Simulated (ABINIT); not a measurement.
# MgO (Fm-3m) in ABINIT: a series of runs

The runs below take MgO through equation of state, with PBE.

All numbers are computed with ABINIT 10.8.3 (patched build); they aren't measurements. Logs are shortened: lines on timing, memory, paths and dates and some standing lists are left out, and cuts for length are marked. The log counts tension as positive stress, the text compression.

## Step 1: Starting point

The structure is cubic, space group Fm-3m (No. 225). Conventional cell: a = 4.194 Å, b = 4.194 Å, c = 4.194 Å, α = 90.00°, β = 90.00°, γ = 90.00°. Mg (site symmetry m-3m) is surrounded by 6 O at 2.10 Å. O (site symmetry m-3m) is surrounded by 6 Mg at 2.10 Å.

The cell is a database's computed one.

## Step 2: Equation of state, PBE

The input, run.abi:

```
# Datasets: one volume each
ndtset 7
getwfk -1
scalecart1 3*0.9795861087
scalecart2 3*0.9864848297
scalecart3 3*0.9932883884
scalecart4 3*1.0000000000
scalecart5 3*1.0066227096
scalecart6 3*1.0131594038
scalecart7 3*1.0196128224

# Pseudopotentials
pp_dirpath "./"
pseudos "Mg.upf, O.upf"

# Structure
acell 5.6041865537 5.6041865537 5.6041865537
rprim
     0.0000000000     0.7071067812     0.7071067812
     0.7071067812     0.0000000000     0.7071067812
     0.7071067812     0.7071067812     0.0000000000
ntypat 2
znucl 12 8
natom 2
typat 1 2
xred
     0.0000000000     0.0000000000     0.0000000000
     0.5000000000     0.5000000000     0.5000000000

# Plane-wave basis
ecut 46.0

# k points
kptopt 1
ngkpt 11 11 11
nshiftk 1
shiftk 0.0 0.0 0.0

# Exchange and correlation
ixc 11

# Bands and occupations
nband 12
occopt 3
tsmear 0.00183747

# SCF cycle
nstep 100
tolvrs 1.0e-10

# Output
iomode 3
prtwf 1
prtden 0
prteig 0
prtebands 0
enunit 1
```

Potentials or basis: PseudoDojo NC SR PBE v0.5 stringent.

Started as:

```console
> abinit run.abi > log 2>&1
```

run.abo:

```text
.Version 10.8.3 of ABINIT
 DATASET    1 : space group Fm -3 m (#225); Bravais cF (face-center cubic)
================================================================================
 Values of the parameters that define the memory need for DATASET  1.
     intxc =       0    ionmov =       0      iscf =       7    lmnmax =       5
     lnmax =       5     mgfft =      36  mpssoang =       3    mqgrid =    3001
     natom =       2  nloc_mem =       1    nspden =       1   nspinor =       1
    nsppol =       1      nsym =      48    n1xccc =    2501    ntypat =       2
    occopt =       3   xclevel =       2
       mpw =        1771          nfft =       46656          nkpt =          56
================================================================================
================================================================================
[... 61 lines left out ...]
 DATASET    7 : space group Fm -3 m (#225); Bravais cF (face-center cubic)
================================================================================
 Values of the parameters that define the memory need for DATASET  7.
     intxc =       0    ionmov =       0      iscf =       7    lmnmax =       5
     lnmax =       5     mgfft =      36  mpssoang =       3    mqgrid =    3001
     natom =       2  nloc_mem =       1    nspden =       1   nspinor =       1
    nsppol =       1      nsym =      48    n1xccc =    2501    ntypat =       2
    occopt =       3   xclevel =       2
       mpw =        1992          nfft =       46656          nkpt =          56
================================================================================
================================================================================

--------------------------------------------------------------------------------
------------- Echo of variables that govern the present computation ------------
--------------------------------------------------------------------------------
 -outvars: echo values of preprocessed input variables --------
            acell      5.6041865537E+00  5.6041865537E+00  5.6041865537E+00 Bohr
              amu      2.43050000E+01  1.59994000E+01
             ecut      4.60000000E+01 Hartree
           enunit           1
           getwfk          -1
                       outvar_i_n : Printing only first  50 k-points.
              ixc          11
           jdtset        1    2    3    4    5    6    7
                       outvar_i_n : Printing only first  50 k-points.
         kptrlatt       11    0    0      0   11    0      0    0   11
          kptrlen1     6.03876163E+01
          kptrlen2     6.08128952E+01
          kptrlen3     6.12323077E+01
          kptrlen4     6.16460521E+01
          kptrlen5     6.20543160E+01
          kptrlen6     6.24572774E+01
          kptrlen7     6.28551052E+01
            natom           2
            nband          12
           ndtset           7
            ngfft          36      36      36
             nkpt          56
            nstep         100
             nsym          48
           ntypat           2
                       prtocc : prtvol=0, do not print more k-points.
           occopt           3
           prtden           0
        prtebands           0
           prteig           0
            rprim1     0.0000000000E+00  6.9267198023E-01  6.9267198023E-01
                       6.9267198023E-01  0.0000000000E+00  6.9267198023E-01
                       6.9267198023E-01  6.9267198023E-01  0.0000000000E+00
            rprim2     0.0000000000E+00  6.9755011263E-01  6.9755011263E-01
                       6.9755011263E-01  0.0000000000E+00  6.9755011263E-01
                       6.9755011263E-01  6.9755011263E-01  0.0000000000E+00
            rprim3     0.0000000000E+00  7.0236095512E-01  7.0236095512E-01
                       7.0236095512E-01  0.0000000000E+00  7.0236095512E-01
                       7.0236095512E-01  7.0236095512E-01  0.0000000000E+00
            rprim4     0.0000000000E+00  7.0710678120E-01  7.0710678120E-01
                       7.0710678120E-01  0.0000000000E+00  7.0710678120E-01
                       7.0710678120E-01  7.0710678120E-01  0.0000000000E+00
            rprim5     0.0000000000E+00  7.1178974407E-01  7.1178974407E-01
                       7.1178974407E-01  0.0000000000E+00  7.1178974407E-01
                       7.1178974407E-01  7.1178974407E-01  0.0000000000E+00
            rprim6     0.0000000000E+00  7.1641188486E-01  7.1641188486E-01
                       7.1641188486E-01  0.0000000000E+00  7.1641188486E-01
                       7.1641188486E-01  7.1641188486E-01  0.0000000000E+00
            rprim7     0.0000000000E+00  7.2097514092E-01  7.2097514092E-01
                       7.2097514092E-01  0.0000000000E+00  7.2097514092E-01
                       7.2097514092E-01  7.2097514092E-01  0.0000000000E+00
          spgroup         225
           tolvrs      1.00000000E-10
           tsmear      1.83747000E-03 Hartree
            typat      1  2
                       outvars : Printing only first  50 k-points.
           xangst1     0.0000000000E+00  0.0000000000E+00  0.0000000000E+00
                       2.0541934329E+00  2.0541934329E+00  2.0541934329E+00
           xangst2     0.0000000000E+00  0.0000000000E+00  0.0000000000E+00
                       2.0686600604E+00  2.0686600604E+00  2.0686600604E+00
           xangst3     0.0000000000E+00  0.0000000000E+00  0.0000000000E+00
                       2.0829271325E+00  2.0829271325E+00  2.0829271325E+00
           xangst4     0.0000000000E+00  0.0000000000E+00  0.0000000000E+00
                       2.0970013913E+00  2.0970013913E+00  2.0970013913E+00
           xangst5     0.0000000000E+00  0.0000000000E+00  0.0000000000E+00
                       2.1108892226E+00  2.1108892226E+00  2.1108892226E+00
           xangst6     0.0000000000E+00  0.0000000000E+00  0.0000000000E+00
                       2.1245966794E+00  2.1245966794E+00  2.1245966794E+00
           xangst7     0.0000000000E+00  0.0000000000E+00  0.0000000000E+00
                       2.1381295072E+00  2.1381295072E+00  2.1381295072E+00
            xcart1     0.0000000000E+00  0.0000000000E+00  0.0000000000E+00
                       3.8818629977E+00  3.8818629977E+00  3.8818629977E+00
            xcart2     0.0000000000E+00  0.0000000000E+00  0.0000000000E+00
                       3.9092009617E+00  3.9092009617E+00  3.9092009617E+00
            xcart3     0.0000000000E+00  0.0000000000E+00  0.0000000000E+00
                       3.9361618206E+00  3.9361618206E+00  3.9361618206E+00
            xcart4     0.0000000000E+00  0.0000000000E+00  0.0000000000E+00
                       3.9627583152E+00  3.9627583152E+00  3.9627583152E+00
            xcart5     0.0000000000E+00  0.0000000000E+00  0.0000000000E+00
                       3.9890025128E+00  3.9890025128E+00  3.9890025128E+00
            xcart6     0.0000000000E+00  0.0000000000E+00  0.0000000000E+00
                       4.0149058521E+00  4.0149058521E+00  4.0149058521E+00
            xcart7     0.0000000000E+00  0.0000000000E+00  0.0000000000E+00
                       4.0404791903E+00  4.0404791903E+00  4.0404791903E+00
             xred      0.0000000000E+00  0.0000000000E+00  0.0000000000E+00
                       5.0000000000E-01  5.0000000000E-01  5.0000000000E-01
            znucl       12.00000    8.00000

================================================================================

 chkinp: Checking input parameters for consistency, jdtset=   1.

 chkinp: Checking input parameters for consistency, jdtset=   2.
[... 33 lines left out ...]
 getcut: wavevector=  0.0000  0.0000  0.0000  ngfft=  36  36  36
         ecut(hartree)=     46.000   => boxcut(ratio)=   2.14785

--- Pseudopotential description ------------------------------------------------
- pspini: atom type   1  psp file is ./Mg.upf
12 -101130 1 -1 1510                          pspcod,pspxc,lmax,lloc,mmax
     nproj     2     2     0

- pspini: atom type   2  psp file is ./O.upf
12 -101130 2 -1 936                           pspcod,pspxc,lmax,lloc,mmax
     nproj     2     2     1

   2.46383803E+02                                ecore*ucvol(ha*bohr**3)
--------------------------------------------------------------------------------

================================================================================

--- !BeginCycle
iteration_state: {dtset: 1, }
solver: {iscf: 7, nstep: 100, nline: 4, wfoptalg: 0, }
tolerances: {tolvrs: 1.00E-10, }
...
[... 1003 lines left out ...]
-Cartesian components of stress tensor (GPa)         [Pressure= -2.2611E+00 GPa]
- sigma(1 1)=  2.26111212E+00  sigma(3 2)=  0.00000000E+00
- sigma(2 2)=  2.26111212E+00  sigma(3 1)=  0.00000000E+00
- sigma(3 3)=  2.26111212E+00  sigma(2 1)=  0.00000000E+00

== END DATASET(S) ==============================================================
================================================================================

 -outvars: echo values of variables after computation  --------
            acell      5.6041865537E+00  5.6041865537E+00  5.6041865537E+00 Bohr
           etotal1    -7.6091067444E+01
           etotal2    -7.6092507550E+01
           etotal3    -7.6093582126E+01
           etotal4    -7.6094325940E+01
           etotal5    -7.6094770279E+01
           etotal6    -7.6094943066E+01
           etotal7    -7.6094869449E+01
            fcart1    -0.0000000000E+00 -0.0000000000E+00 -0.0000000000E+00
                      -0.0000000000E+00 -0.0000000000E+00 -0.0000000000E+00
            fcart2    -0.0000000000E+00 -0.0000000000E+00 -0.0000000000E+00
                      -0.0000000000E+00 -0.0000000000E+00 -0.0000000000E+00
            fcart3    -0.0000000000E+00 -0.0000000000E+00 -0.0000000000E+00
                      -0.0000000000E+00 -0.0000000000E+00 -0.0000000000E+00
            fcart4    -0.0000000000E+00 -0.0000000000E+00 -0.0000000000E+00
                      -0.0000000000E+00 -0.0000000000E+00 -0.0000000000E+00
            fcart5    -0.0000000000E+00 -0.0000000000E+00 -0.0000000000E+00
                      -0.0000000000E+00 -0.0000000000E+00 -0.0000000000E+00
[... 38 lines left out ...]
                       0.0000000000E+00  0.0000000000E+00  0.0000000000E+00
           xangst1     0.0000000000E+00  0.0000000000E+00  0.0000000000E+00
                       2.0541934329E+00  2.0541934329E+00  2.0541934329E+00
           xangst2     0.0000000000E+00  0.0000000000E+00  0.0000000000E+00
                       2.0686600604E+00  2.0686600604E+00  2.0686600604E+00
           xangst3     0.0000000000E+00  0.0000000000E+00  0.0000000000E+00
                       2.0829271325E+00  2.0829271325E+00  2.0829271325E+00
           xangst4     0.0000000000E+00  0.0000000000E+00  0.0000000000E+00
                       2.0970013913E+00  2.0970013913E+00  2.0970013913E+00
           xangst5     0.0000000000E+00  0.0000000000E+00  0.0000000000E+00
                       2.1108892226E+00  2.1108892226E+00  2.1108892226E+00
           xangst6     0.0000000000E+00  0.0000000000E+00  0.0000000000E+00
                       2.1245966794E+00  2.1245966794E+00  2.1245966794E+00
           xangst7     0.0000000000E+00  0.0000000000E+00  0.0000000000E+00
                       2.1381295072E+00  2.1381295072E+00  2.1381295072E+00
             xred      0.0000000000E+00  0.0000000000E+00  0.0000000000E+00
                       5.0000000000E-01  5.0000000000E-01  5.0000000000E-01
 Calculation completed.
```

Run time: 7.6 min. Hardware: 1 thread of AMD EPYC, shared host; peak memory 0.11 GiB.

What came out:

* Equilibrium volume: 9.62 Å³/atom
* Bulk modulus: 149 GPa
* Pressure derivative of the bulk modulus: 4.1

Energy against volume, from the lowest point:
| volume (Å³/atom) | energy (meV/atom) |
| --- | --- |
| 8.668 | 52.73 |
| 8.853 | 33.14 |
| 9.037 | 18.52 |
| 9.221 | 8.40 |
| 9.406 | 2.35 |
| 9.590 | 0.00 |
| 9.775 | 1.00 |

Caveat: pressures at fixed basis lie under the slope of the energies.

(Part 1 of 2 ends here.)
